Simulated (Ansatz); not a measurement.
# Si2Mo (I4/mmm) in Ansatz: a series of runs

One crystal, Si2Mo, is run at these levels: PBE; tasks: density of states, optical spectrum, electric field gradients.

Everything below comes from runs of Ansatz 0.2.0. Logs are shortened: lines on timing, memory, paths and dates and some standing lists are left out, and cuts for length are marked.

## Step 1: Starting point

The structure is tetragonal, space group I4/mmm (No. 139). Conventional cell: a = 3.200 Å, b = 3.200 Å, c = 7.861 Å, α = 90.00°, β = 90.00°, γ = 90.00°. Mo (site symmetry 4/mmm) is surrounded by 10 Si at 2.62 Å. Si (site symmetry 4mm) is surrounded by 5 Si at 2.61 to 2.63 Å and 5 Mo at 2.62 Å.

## Step 2: Density of states, PBE

input.yaml

```yaml
crystal:
  lattice:
    - [-1.6, 1.6, 3.9305]
    - [1.6, -1.6, 3.9305]
    - [1.6, 1.6, -3.9305]
  atoms:
    - { symbol: Mo, position: [0.0, 0.0, 0.0] }
    - { symbol: Si, position: [0.667, 0.667, 0.0] }
    - { symbol: Si, position: [0.333, 0.333, 0.0] }
kpoints:
  mp_grid: { grid: [12, 12, 12] }
scf:
  occupations: { method: fermi_dirac, width: 0.05 }
hamiltonian:
  xc: pbe
  pseudopotentials: { kind: all_electron, datasets: crystal }
output:
  forces: true
  stress: true
  eigenvalues: true
  dos: { projected: false, de: 0.1, e_range: [-14, 6] }
  elf: true
  volumetric_format: npy
```

Potentials or basis: all-electron PAW datasets made for the crystal.

Run with:

```console
$ ansatz run input.yaml --threads 2 --pin off --max-ram 6144MiB --backend cpu --events-out ev --progress --plain --runs-dir out
```

What it wrote:

```text
Warning: RAYON_NUM_THREADS=2 ignored (pool sized by the plan → 2); use --threads N
basis.fft_grid_basis auto: the FFT boxes are laid along the combinations [[1, 0, 1], [0, 1, 1], [0, 0, 1]] of the cell's own vectors, 3.200, 3.200 and 4.535 Å long. The dense box has 20×20×27 points. Along the cell's own vectors, as sized, it would have 27×27×27, 1.82 times as many. Of the 16 symmetry operations that the crystal satisfies within crystal.symmetry.tolerance (time reversal apart; of a slab, those that keep its plane) the dense box along the cell's own vectors carries 16, and the one as laid loses 12 of those. basis.fft_grid_basis: typed keeps the cell's own vectors: state it where this run's energies or levels are differenced outside the engine with another run's, or held beside a run that keeps those vectors.
hamiltonian.pseudopotentials.datasets: crystal makes datasets for this crystal and solves the spheres of its atoms anew in each pass: cutoff 300.0 eV, the density's 1200.0 eV; for an error of 0.50 meV an atom under PBE, 1.5 meV for the cell; an energy difference from a run of another recipe may be off by several times the error for the cell, under r2SCAN by more, where some 0.1 meV an atom stays at smaller errors; Si in spheres of 1.238 Å, 4 of its electrons in bands; Mo in spheres of 1.376 Å, 6 of its electrons in bands, 8 on its site; only band paths and densities of states list, in semicore columns, the levels of the semicore shells that are solved separately: 4s of Mo, 4p of Mo
Engine: ansatz 0.2.0, x86_64-unknown-linux-gnu
Pseudopotentials: kind: all_electron
Pseudopotential: Mo, paw, valence charge 14, recommended cutoff 300 eV (normal), crystal/all_electron/pbe/scalar/gaussian/Mo, Koelling and Harmon's equation, gaussian nucleus
Pseudopotential: Si, paw, valence charge 4, recommended cutoff 300 eV (normal), crystal/all_electron/pbe/scalar/gaussian/Si, Koelling and Harmon's equation, gaussian nucleus
Functional definition: PBE
  parameter kappa = 0.804
  parameter beta = 0.06672455060314922
  exchange = pbe_x(kappa = kappa, mu = beta*pi^2/3)
  correlation = pbe_c(beta = beta)
Crystal: 3 atoms, lattice volume = 40.248 Å³
Basis set: ecut = 300 eV, 455 PW (Γ), FFT grids on a1+a3, a2+a3, a3, exchange–correlation on 40×40×54 points (8 copies of the dense FFT grid, shifted against one another)
Bands: 11, of which v1, the nominal top of the filled ones, is band 7 counted from 1 (6 counted from 0)
Symmetry: 16 space group operations
Space group: I4/mmm (ITA 139), of the structure as read, at distance tolerance 3.4e-5 Å
k-points: 163 of 1728
Non-local potential: Mo, projectors of the file, l = 0: 1, l = 1: 1, l = 2: 2
Non-local potential: Si, projectors of the file, l = 0: 1, l = 1: 1
PAW form: soft (Blöchl's): semilocal exchange-correlation on the pseudo side does not see the compensation charge
PAW one-centre angular grid: Mo, 590 points (default); XC on its mesh's 1883 points in the sphere
PAW one-centre angular grid: Si, 110 points (default); XC on its mesh's 1967 points in the sphere
Initial density: superposition of atomic densities (neutral atoms: chi_scale 0, normalization atom)
Initial wavefunctions: pseudopotential atomic-orbital guess
Functional: x = pbe(κ = 0.804, μ = 0.2195149727645171), c = pbe(β = 0.06672455060314922)
iter 1 solved again at ethr=2.80e-2 eV; its pass at ethr=1.00e-1 eV (dr2=3.92e0 eV) is discarded
SCF iter   1: F=—  HF=-125964.865404 eV  |F-HF|=—  |Δ(HF+E_count)|=         —  Δρ=9.71e-2  dr2=5.09e0  ethr=2.80e-2  ⟨swp⟩=3.0  Hψ=11456  notcnv=0
preconditioner: auto → Kerker (q_TF=auto, 2.288 Å⁻¹)  [metal: Δε(μ)=0.036 eV  Ē_g=8.063 eV  σ=0.050 eV  W_gap=0.18  n_scr=10 (ndim 8)  ℏωp=21.9 eV  f_vac=0.004  D(μ)=0.46/eV (n_scr^D=0)]
SCF iter   2: F=—  HF=-125964.020104 eV  |F-HF|=—  |Δ(HF+E_count)|=   8.45e-1  Δρ=3.93e-2  dr2=6.65e-1  ethr=2.80e-2  ⟨swp⟩=2.0  Hψ=3595  notcnv=0
SCF iter   3: F=—  HF=-125963.903521 eV  |F-HF|=—  |Δ(HF+E_count)|=   1.17e-1  Δρ=1.73e-2  dr2=2.32e-1  ethr=4.75e-3  ⟨swp⟩=3.3  Hψ=4944  notcnv=0  defer=2
SCF iter   4: F=—  HF=-125963.879641 eV  |F-HF|=—  |Δ(HF+E_count)|=   2.39e-2  Δρ=1.29e-2  dr2=1.10e-1  ethr=1.66e-3  ⟨swp⟩=3.0  Hψ=6189  notcnv=0  defer=5
SCF iter   5: F=—  HF=-125963.861243 eV  |F-HF|=—  |Δ(HF+E_count)|=   1.84e-2  Δρ=5.68e-3  dr2=2.28e-2  ethr=7.84e-4  ⟨swp⟩=2.0  Hψ=3573  notcnv=0  defer=5
iter 6 solved again at ethr=3.04e-6 eV; its pass at ethr=1.63e-4 eV (dr2=4.26e-4 eV) is discarded
SCF iter   6: F=—  HF=-125963.858267 eV  |F-HF|=—  |Δ(HF+E_count)|=   2.98e-3  Δρ=8.95e-4  dr2=3.60e-4  ethr=3.04e-6  ⟨swp⟩=2.7  Hψ=8775  notcnv=0  defer=5
eigensolver tolerance schedule: the retry pair's looser diagonalisation over-reported the residual by 0.18 of it (diagonalisation noise at 0.19 of the residual, at the tolerance the schedule requests for it); recorded, not acted on — ethr = c·dr2/N_el stays at c = 1.0e-1
SCF iter   7: F=—  HF=-125963.858174 eV  |F-HF|=—  |Δ(HF+E_count)|=   9.27e-5  Δρ=3.05e-4  dr2=3.72e-5  ethr=2.57e-6  ⟨swp⟩=2.1  Hψ=2980  notcnv=0  defer=2
SCF iter   8: F=—  HF=-125963.858161 eV  |F-HF|=—  |Δ(HF+E_count)|=   1.31e-5  Δρ=8.57e-5  dr2=2.86e-6  ethr=2.66e-7  ⟨swp⟩=3.0  Hψ=3299  notcnv=0  defer=1
SCF iter   9: F=-125963.858160 eV  HF=-125963.858160 eV  |F-HF|=2.73e-8  |Δ(HF+E_count)|=   1.05e-6  Δρ=9.90e-6  dr2=4.82e-8  ethr=2.04e-8  ⟨swp⟩=3.1  Hψ=3537  notcnv=0  defer=1
SCF 1 converged in 9 iterations: F = -125963.858161 eV  dr2 = 4.82e-8
  Residual-converged pass: ⟨swp⟩=5.0  Hψ=5669  notcnv=0  max |occ|·‖R‖ = 6.3e-6 eV (tolerance 6.5e-6 eV)  dr2=6.17e-8  dr2_onsite=1.21e-8  max |Δocc| = 2.9e-8
SCF converged after 9 iterations
Free energy (F): -125963.858161 eV
Harris-Foulkes:  -125963.858162 eV  (|F-HF|=2.73e-8)
Internal energy: -125963.855911 eV  (E = F + TS)
E sigma→0 (E₀):  -125963.857036 eV
Entropy (-TS):   -0.002250 eV (-0.750 meV/atom)
Past the cutoff: the bands carry plane waves up to 1.75 times it, of which those up to 1.5 times it add -0.000076 eV an atom, each by itself; the spheres take 0.000040 eV an atom off the energy for waves past 1.75 times it
By the cutoff:   a pressure is off by up to 0.005 GPa (1.2 times the spheres' own share and the shells' term, over an atom's volume, and 0.004 GPa: a bound that held against runs at twice the plane waves)
Past the cutoffs: a stress includes 0.0010 GPa for waves and charges beyond them, in addition to the slope of what the spheres take
In the spheres:  the bands' charges fall short by 5.1e-7 e at most (sound up to 1e-3), those of shells solved beside the bands by 6.6e-6 e (sound up to 5e-4)
Fermi energy:    18.126853 eV
--- Per-component energies (eV) ---
  E_band       = 186.234537
  E_kinetic    = 199.712255
  E_local      = -652.702574  (includes V_loc(G=0)·N_el)
  E_nonlocal   = 21.601086
  E_hartree    = 440.342608
  E_xc         = -184.062815
  E_vxc        = -212.105496  (∫ρ·V_xc dr)
  E_paw        = -126985.180111  (= ΣΔE_a)
  E_vpaw       = -2954.906863  (= ΣTr[D̂ρ^β])
  E_ewald      = -1707.522119
  E_smearing   = -0.002250  (= −TS)
  E_closure    = 2903.955758  (closes the sum)
  Σ components = -125963.858161   (vs F -125963.858161, Δ=0.00e0)
  The terms above E_closure are by the made datasets' own strengths, without shells solved beside the bands.
--- Forces (eV/Å), atoms counted from 1 ---
  atom   1  Mo     0.00000000    -0.00000000     0.00000000
  atom   2  Si    -0.00000000     0.00000000    -0.27843754
  atom   3  Si     0.00000000    -0.00000000     0.27843754
  max |Σ_I F_I| component: 4.35e-29 eV/Å
--- Stress (GPa, compression-positive) ---
        2.656145       0.000000       0.000000
        0.000000       2.656145       0.000000
        0.000000       0.000000       1.492368
  P = ⅓ Tr σ = 2.2682 GPa (22.682 kbar)
  It holds what live shells' own plane waves past their cutoff add
--- Band table (eV; the first three rows and the last of 163) ---
  k-point 0: bands = ["4.6618", "11.7819", "14.6524", "15.1039", "15.4636", "15.4636", "18.5325", "21.1969", "21.2348"]
  k-point 1: bands = ["4.8761", "11.9722", "14.0100", "14.9373", "15.1666", "16.1554", "17.7778", "20.6386", "21.5115"]
  k-point 2: bands = ["5.4976", "12.4353", "13.3136", "13.8788", "15.3674", "16.3285", "16.6865", "20.3504", "21.5086"]
  k-point 162: bands = ["6.4819", "8.1233", "14.6229", "15.8369", "17.5341", "17.5341", "17.5936", "17.5936", "18.6669"]
```

It took 12 s on 2 threads of Intel Xeon at 2.70GHz, shared host; peak memory 0.61 GiB.

Results:

- Free energy: -125963.8582 eV
- Pressure: 2.3 GPa
- Largest force: 0.278 eV/Å
- Band gap on the k mesh: none (metal or under the smearing width)

Forces in eV/Å, atoms in the order of the input:
```
Mo   0.000  0.000  0.000
Si   0.000  0.000 -0.278
Si   0.000  0.000  0.278
```

States per cell in windows of 0.5 eV (zero at the Fermi level; states under -8 eV left out):
| from (eV) | total |
| --- | --- |
| -8.0 | 0.35 |
| -7.5 | 0.29 |
| -7.0 | 0.23 |
| -6.5 | 0.41 |
| -6.0 | 0.65 |
| -5.5 | 0.60 |
| -5.0 | 0.36 |
| -4.5 | 0.47 |
| -4.0 | 0.82 |
| -3.5 | 0.75 |
| -3.0 | 1.41 |
| -2.5 | 2.15 |
| -2.0 | 1.23 |
| -1.5 | 0.59 |
| -1.0 | 0.50 |
| -0.5 | 0.21 |
| 0.0 | 0.17 |
| 0.5 | 0.39 |
| 1.0 | 0.53 |
| 1.5 | 0.98 |
| 2.0 | 1.29 |
| 2.5 | 0.78 |
| 3.0 | 0.85 |
| 3.5 | 1.03 |
| 4.0 | 1.01 |
| 4.5 | 0.59 |
| 5.0 | 0.28 |
| 5.5 | 0.10 |

Caveat: the program warned that the printed levels may be off, so bands, gaps and densities of states are rough.

(Part 1 of 2 ends here.)
